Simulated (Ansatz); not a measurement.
Input of an Ansatz 0.2.0 run:

Contents of run.py:

```python
import json

import ase.io
import numpy as np
import spglib

import ansatz as az

atoms = ase.io.read("Ca.cif")
cell, frac, numbers = spglib.find_primitive((atoms.cell[:], atoms.get_scaled_positions(), atoms.numbers), symprec=1e-5)
atoms = ase.Atoms(numbers, cell=cell, scaled_positions=frac, pbc=True)

calculation = (
    az.Crystal.from_ase(atoms)
    .calculation()
    .kpoints(9, 9, 9)
    .functional("revpbe", dispersion="d3bjatm")
    .pseudopotentials(kind="paw", source="ansatz")
    .scf(extra_bands=6)
    .occupations(method="tetrahedron")
    .band_structure(path=(((0.0, 0.0, 0.0), (0.0, 0.0, 0.5), (-0.5, 0.5, 0.5), (0.0, 0.0, 0.0), (0.4979431934,
        0.4979431934, -0.4979431934), (0.25, 0.25, 0.25), (0.0, 0.5, 0.0), (-0.4979431934, 0.5020568066,
        0.4979431934), (-0.5, 0.5, 0.5)), ((0.0, 0.0, 0.5), (0.25, 0.25, 0.25))), intervals=14)
    .forces()
    .stress()
)
outcome = calculation.run(threads=2, events_out="events.jsonl")

report = outcome.report
for line in open("events.jsonl"):
    event = json.loads(line)
    if event["event"] == "scf_iter":
        d = event["data"]
        print(f"SCF {d['iter']:3d}  HF = {d['harris_foulkes_ev']:.6f} eV  dr2 = {d['dr2_ev']:.2e} eV")
    elif event["event"] in ("relax_step", "md_step"):
        d = event["data"]
        print(f"{event['event']} {d['step']:3d}  E = {d['lagrangian_ev']:.6f} eV")
np.set_printoptions(precision=5, suppress=True, linewidth=110)
print("converged:", report["converged"], "after", report["n_iterations"], "iterations")
print(f"free energy {report['free_energy_ev']:.6f} eV, Fermi level {report['fermi_energy_ev']:.4f} eV")
for key in ("band_edges_ev", "magnetization_mub", "site_moments_mub", "site_moments_nc_mub", "forces_ev_ang",
                "stress_gpa"):
    if report.get(key) is not None:
        print(key, np.array(report[key]), sep="\n")
```

The input Ca.cif:

```cif
data_Ca
_cell_length_a 4.41040981
_cell_length_b 4.41040981
_cell_length_c 4.39222962
_cell_angle_alpha 90.00000000
_cell_angle_beta 90.00000000
_cell_angle_gamma 90.00000000
_space_group_name_H-M_alt 'I4/mmm'
_space_group_name_Hall '-I 4 2'
_space_group_IT_number 139
loop_
_space_group_symop_operation_xyz
'x,y,z'
'-x,-y,-z'
'-y,x,z'
'y,-x,-z'
'-x,-y,z'
'x,y,-z'
'y,-x,z'
'-y,x,-z'
'x,-y,-z'
'-x,y,z'
'-y,-x,-z'
'y,x,z'
'-x,y,-z'
'x,-y,z'
'y,x,-z'
'-y,-x,z'
'x+1/2,y+1/2,z+1/2'
'-x+1/2,-y+1/2,-z+1/2'
'-y+1/2,x+1/2,z+1/2'
'y+1/2,-x+1/2,-z+1/2'
'-x+1/2,-y+1/2,z+1/2'
'x+1/2,y+1/2,-z+1/2'
'y+1/2,-x+1/2,z+1/2'
'-y+1/2,x+1/2,-z+1/2'
'x+1/2,-y+1/2,-z+1/2'
'-x+1/2,y+1/2,z+1/2'
'-y+1/2,-x+1/2,-z+1/2'
'y+1/2,x+1/2,z+1/2'
'-x+1/2,y+1/2,-z+1/2'
'x+1/2,-y+1/2,z+1/2'
'y+1/2,x+1/2,-z+1/2'
'-y+1/2,-x+1/2,z+1/2'
loop_
_atom_site_label
_atom_site_type_symbol
_atom_site_symmetry_multiplicity
_atom_site_Wyckoff_symbol
_atom_site_fract_x
_atom_site_fract_y
_atom_site_fract_z
_atom_site_occupancy
Ca1 Ca 2 b 0.0000000000 0.0000000000 0.5000000000 1
```

Potentials or basis: Ansatz PAW earlier set.

The run is started by

```console
$ python run.py
```

Problem. Estimate the band gap on the k mesh.

Solution. None (metal or under the smearing width).

Problem. What does it give for the pressure?

Solution. -1.1 GPa.

Levels at the corners of the path, in eV from the Fermi level:
```tsv
point	band 1	band 2	band 3	band 4	band 5	band 6	band 7	band 8	band 9	band 10
Γ	-42.21	-23.08	-23.08	-23.08	-4.07	2.28	2.30	2.30	3.31	3.34
X	-42.20	-23.21	-23.13	-23.08	-0.91	-0.10	1.36	3.22	3.59	4.34
M	-42.19	-23.18	-23.18	-23.18	0.04	0.05	3.83	3.83	3.89	4.12
Γ	-42.21	-23.08	-23.08	-23.08	-4.07	2.28	2.30	2.30	3.31	3.34
Z	-42.19	-23.18	-23.18	-23.18	0.04	0.05	3.82	3.82	3.89	4.12
P	-42.20	-23.15	-23.15	-23.15	0.32	0.32	0.32	3.64	3.64	3.68
N	-42.20	-23.21	-23.13	-23.08	-0.90	-0.09	1.33	3.24	3.60	4.34
Z1	-42.19	-23.18	-23.18	-23.18	0.04	0.05	3.82	3.82	3.89	4.12
M	-42.19	-23.18	-23.18	-23.18	0.04	0.05	3.83	3.83	3.89	4.12
X	-42.20	-23.21	-23.13	-23.08	-0.91	-0.10	1.36	3.22	3.59	4.34
P	-42.20	-23.15	-23.15	-23.15	0.32	0.32	0.32	3.64	3.64	3.68
```

Caveat: the potentials were made for another functional, which shifts forces and pressure; pairwise dispersion overbinds metals, which lowers pressure and volume; with tetrahedron occupations forces and stress needn't match the slope of the energy.
